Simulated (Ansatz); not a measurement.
# ZnS: response to strain

Aim: deform ZnS (equal xx and yy strain of -3 %) and compute stress, forces and field gradients with LAPW, PAW and all-electron datasets made for the crystal.

Computed with Ansatz 0.2.0 (DFT PBEsol, scalar-relativistic, unless a step's input says otherwise).

**1. The structure to begin with**

Symmetry: F-43m, No. 216, cubic system. The conventional cell has a = 5.409 Å, b = 5.409 Å, c = 5.409 Å, α = 90.00°, β = 90.00°, γ = 90.00°. Zn (site symmetry -43m) has 4 S at 2.34 Å as nearest neighbours. Around S (site symmetry -43m) lie 4 Zn at 2.34 Å.

Coordinates:

```cif
data_structure
_symmetry_space_group_name_H-M 'P 1'
_symmetry_Int_Tables_number 1
_cell_length_a 3.8250
_cell_length_b 3.8250
_cell_length_c 3.8250
_cell_angle_alpha 60.000
_cell_angle_beta 60.000
_cell_angle_gamma 60.000
_cell_volume 39.57
loop_
_atom_site_label
_atom_site_type_symbol
_atom_site_fract_x
_atom_site_fract_y
_atom_site_fract_z
_atom_site_occupancy
Zn1 Zn 0.00000 0.00000 0.00000 1
S1 S 0.75000 0.75000 0.75000 1
```

Atoms are numbered in the order of the input: Zn1, S2.

**2. After the deformation**

Space group F-43m before, I-4m2 after.

**3. LAPW, all electrons**

The input, input.yaml:

```yaml
crystal:
  lattice:
    - [0.0, 2.6235105, 2.70465]
    - [2.6235105, 0.0, 2.70465]
    - [2.6235105, 2.6235105, 0.0]
  atoms:
    - { symbol: Zn, position: [0.0, 0.0, 0.0] }
    - { symbol: S, position: [0.75, 0.75, 0.75] }
kpoints:
  mp_grid: { grid: [8, 8, 8] }
  band_path:
    path:
      - [0.0, 0.0, 0.0]
      - [0.5, 0.0, 0.5]
      - [0.75, 0.25, 0.5]
      - [0.5, 0.5, 0.5]
      - [0.0, 0.0, 0.0]
      - [0.5, 0.5, 0.0]
      - [0.6323875, 0.6323875, 0.264775]
      - [0.3676125, 0.3676125, 0.735225]
      - [0.0, 0.0, 0.0]
    npoints: 5
scf:
  occupations: { method: fermi_dirac, width: 0.01 }
hamiltonian:
  xc: pbesol
  pseudopotentials: { kind: all_electron, lapw: { basis_error: 0.00025 } }
output:
  forces: true
  stress: true
  eigenvalues: true
```

Launch:

```sh
$ ansatz run input.yaml --threads 1 --pin off --max-ram 3072MiB --backend cpu --events-out ev --progress --plain --runs-dir out
```

The program printed (excerpt; [...] marks lines left out):

```text
LAPW: plane waves up to 9.540 Å⁻¹, error target 2.5e-4 eV per atom; small_component_spin mean_spin; S in spheres of 1.029 Å, 14 of its electrons in bands, Dirac shells []; Zn in spheres of 1.267 Å, 20 of its electrons in bands, Dirac shells []
[...]
Pseudopotentials: kind: all_electron
Pseudopotential: Zn, LAPW, valence charge 20, Koelling and Harmon's equation, gaussian nucleus
Pseudopotential: S, LAPW, valence charge 14, Koelling and Harmon's equation, gaussian nucleus
Functional definition: PBEsol
[...]
Crystal: 2 atoms, lattice volume = 37.231 Å³
Basis set: ecut = 346.77161097133035 eV, 533 PW (Γ), exchange–correlation at level 2
Bands: 21, of which v1, the nominal top of the filled ones, is band 17 counted from 1 (16 counted from 0)
Symmetry: 8 space group operations
Space group: I-4m2 (ITA 119), of the structure as read, at distance tolerance 3.3e-5 Å
k-points: 59 of 512 (time reversal used)
[...]
SCF iter   1: F=—  HF=-59682.485853 eV  |F-HF|=—  |Δ(HF+E_count)|=         —  Δρ=4.02e-2  dr2=9.19e-1  ethr=2.70e-3  ⟨swp⟩=2.0  Hψ=8443  notcnv=0
[...]
the basis was enlarged: its passes take 370.1 KiB over the memory plan, 1 of 1 planned eigensolver slots
[...]
SCF iter   7: F=-59682.059389 eV  HF=-59682.059389 eV  |F-HF|=3.51e-9  |Δ(HF+E_count)|=   8.88e-7  Δρ=4.21e-6  dr2=5.11e-9  ethr=1.85e-9  ⟨swp⟩=3.0  Hψ=3579  notcnv=0
[...]
NSCF: frozen V_eff on 41 k-points
SCF converged after 7 iterations
Free energy (F): -59682.059389 eV
[...]
E sigma→0 (E₀):  -59682.059389 eV
Fermi energy:    9.216943 eV
[...]
--- Forces (eV/Å), atoms counted from 1 ---
  atom   1  Zn     0.00000000     0.00000000    -0.00000000
  atom   2  S     -0.00000000    -0.00000000     0.00000000
[...]
--- Stress (GPa, compression-positive) ---
        3.081183      -0.000000       0.000000
       -0.000000       3.081183       0.000000
        0.000000       0.000000       1.755429
  P = ⅓ Tr σ = 2.6393 GPa (26.393 kbar)
--- Band table (eV; the first three rows and the last of 59) ---
  k-point 0: bands = ["-196.3124", "-141.3667", "-141.3609", "-141.3609", "-116.6364", "-70.9687", "-70.9687", "-70.9602", "-5.4918", "1.4475", "1.4672", "1.4672", "2.0222", "2.0363", "8.0014", "8.1217", "8.1217", "10.3052", "14.3067", "14.3184", "14.3184"]
[...]
```

Wall time 26 s (1 thread of Arm Neoverse V2, shared host); peak memory 0.36 GiB.

This run gives: pressure 2.64 GPa; gap 2.18 eV, direct at Γ.

**4. PAW on the default files**

The input, input.yaml:

```yaml
crystal:
  lattice:
    - [0.0, 2.6235105, 2.70465]
    - [2.6235105, 0.0, 2.70465]
    - [2.6235105, 2.6235105, 0.0]
  atoms:
    - { symbol: Zn, position: [0.0, 0.0, 0.0] }
    - { symbol: S, position: [0.75, 0.75, 0.75] }
kpoints:
  mp_grid: { grid: [8, 8, 8] }
scf:
  occupations: { method: fermi_dirac, width: 0.01 }
hamiltonian:
  xc: pbesol
  pseudopotentials: { kind: paw }
output:
  forces: true
  stress: true
  eigenvalues: true
  efg: { contact_densities: true }
```

Launch:

```sh
$ ansatz run input.yaml --threads 1 --pin off --max-ram 3072MiB --backend cpu --events-out ev --progress --plain --runs-dir out
```

The program printed (excerpt; [...] marks lines left out):

```text
[...]
Pseudopotentials: kind: paw
Pseudopotential: Zn, paw, valence charge 12, recommended cutoff 420 eV (normal)
Pseudopotential: S, paw, valence charge 6, recommended cutoff 420 eV (normal)
[... 1 set-up line as earlier in the session ...]
[...]
Crystal: 2 atoms, lattice volume = 37.231 Å³
Basis set: ecut = 420 eV, 733 PW (Γ), exchange–correlation on 54×54×50 points (8 copies of the dense FFT grid, shifted against one another)
Bands: 13, of which v1, the nominal top of the filled ones, is band 9 counted from 1 (8 counted from 0)
[... 2 set-up lines as earlier in the session ...]
k-points: 59 of 512 (time reversal used)
[...]
SCF iter   1: F=—  HF=-4167.431733 eV  |F-HF|=—  |Δ(HF+E_count)|=         —  Δρ=5.64e-3  dr2=1.31e-2  ethr=1.77e-3  ⟨swp⟩=6.2  Hψ=4816  notcnv=0
[...]
Fermi energy:    7.598293 eV
[...]
--- Forces (eV/Å), atoms counted from 1 ---
  atom   1  Zn    -0.00000000    -0.00000000     0.00000000
  atom   2  S      0.00000000     0.00000000     0.00000000
[...]
--- Stress (GPa, compression-positive) ---
        3.079925       0.000000      -0.000000
       -0.000000       3.079925       0.000000
        0.000000       0.000000       1.754184
  P = ⅓ Tr σ = 2.6380 GPa (26.380 kbar)
--- PAW observables at the nuclei: V_zz in 10²¹ V/m², potentials from the cell's mean, atoms counted from 1 ---
  atom   1  Zn V_zz =    -0.584523   η = 0.0000   by run symmetry: allowed
            electrostatic potential = -3942.168692 V   contact ρ = 166269.133364 e/Å³
  atom   2  S  V_zz =    +0.668038   η = 0.0000   by run symmetry: allowed
            electrostatic potential = -1633.594700 V   contact ρ = 19697.507172 e/Å³
--- Band table (eV; the first three rows and the last of 59) ---
  k-point 0: bands = ["-7.1116", "-0.1717", "-0.1515", "-0.1515", "0.4040", "0.4172", "6.3844", "6.5050", "6.5050", "8.6846", "12.6867", "12.6983", "12.6983"]
[...]
```

Wall time 3.7 s (1 thread of Arm Neoverse V2, shared host); peak memory 0.35 GiB.

Read from it: pressure 2.64 GPa; gap on the k mesh 2.18 eV; Vzz Zn1 -0.58 (η = 0.00), S2 0.67 (η = 0.00) (10²¹ V/m²).

**5. All-electron PAW on datasets made for the crystal**

Edit input.yaml of step 4 so:

```diff
@@ -14,3 +14,3 @@
   xc: pbesol
-  pseudopotentials: { kind: paw }
+  pseudopotentials: { kind: all_electron, datasets: crystal }
 output:
```

Launch:

```sh
$ ansatz run input.yaml --threads 1 --pin off --max-ram 3072MiB --backend cpu --events-out ev --progress --plain --runs-dir out
```

The program printed (excerpt; [...] marks lines left out):

```text
[...]
[... 1 set-up line as earlier in the session ...]
Pseudopotential: Zn, paw, valence charge 20, recommended cutoff 300 eV (normal), Koelling and Harmon's equation, gaussian nucleus
Pseudopotential: S, paw, valence charge 6, recommended cutoff 300 eV (normal), Koelling and Harmon's equation, gaussian nucleus
[... 1 set-up line as earlier in the session ...]
[...]
Crystal: 2 atoms, lattice volume = 37.231 Å³
Basis set: ecut = 300 eV, 427 PW (Γ), exchange–correlation on 48×48×48 points (8 copies of the dense FFT grid, shifted against one another)
Bands: 13, of which v1, the nominal top of the filled ones, is band 9 counted from 1 (8 counted from 0)
[... 2 set-up lines as earlier in the session ...]
k-points: 59 of 512 (time reversal used)
[...]
--- Forces (eV/Å), atoms counted from 1 ---
  atom   1  Zn    -0.00000000     0.00000000     0.00000000
  atom   2  S      0.00000000    -0.00000000     0.00000000
[...]
--- Stress (GPa, compression-positive) ---
        3.080558       0.000000       0.000000
        0.000000       3.080558       0.000000
       -0.000000       0.000000       1.754785
  P = ⅓ Tr σ = 2.6386 GPa (26.386 kbar)
  It holds what live shells' own plane waves past their cutoff add
--- PAW observables at the nuclei: V_zz in 10²¹ V/m², potentials from the cell's mean, atoms counted from 1 ---
  atom   1  Zn V_zz =    -0.581548   η = 0.0000   by run symmetry: allowed
            electrostatic potential = -3940.493467 V   contact ρ = 166338.985081 e/Å³
  atom   2  S  V_zz =    +0.662739   η = 0.0000   by run symmetry: allowed
            electrostatic potential = -1632.091782 V   contact ρ = 19715.445804 e/Å³
--- Band table (eV; the first three rows and the last of 59) ---
  k-point 0: bands = ["-5.4918", "1.4475", "1.4672", "1.4672", "2.0222", "2.0363", "8.0014", "8.1218", "8.1218", "10.3052", "14.3067"]
[...]
```

Wall time 10 s (1 thread of Arm Neoverse V2, shared host); peak memory 0.55 GiB.

Read from it: pressure 2.64 GPa; gap on the k mesh 2.18 eV; Vzz Zn1 -0.58 (η = 0.00), S2 0.66 (η = 0.00) (10²¹ V/m²).

**6. Stress and forces compared**

Stress (GPa, compression positive):

| method | xx | yy | zz | yz | xz | xy |
| --- | --- | --- | --- | --- | --- | --- |
| LAPW | 3.08 | 3.08 | 1.76 | 0.00 | 0.00 | 0.00 |
| PAW | 3.08 | 3.08 | 1.75 | 0.00 | 0.00 | 0.00 |
| crystal datasets | 3.08 | 3.08 | 1.75 | 0.00 | 0.00 | 0.00 |

```
          method  pressure (GPa)  gap on the k mesh (eV)  Vzz Zn1 (10²¹ V/m²)  Vzz S2 (10²¹ V/m²)  SCF cycles, all passes
            LAPW            2.64                    2.18                    –                   –                       7
             PAW            2.64                    2.18                -0.58                0.67                       6
crystal datasets            2.64                    2.18                -0.58                0.66                       8
```

**7. What came out**

| quantity | value |
| --- | --- |
| pressure | LAPW 2.64, PAW 2.64, crystal datasets 2.64 GPa |
| largest shear or deviatoric stress (LAPW) | 0.88 GPa |

What this shows: The largest part of the stress beyond the pressure is 0.88 GPa in size, in the zz component; the atoms are carried along and not relaxed. No run of the undeformed cell stands beside it, so the pressure holds what the given cell had before the change. PAW: stress within 0.01 GPa of LAPW. Crystal datasets: stress within 0.01 GPa of LAPW.
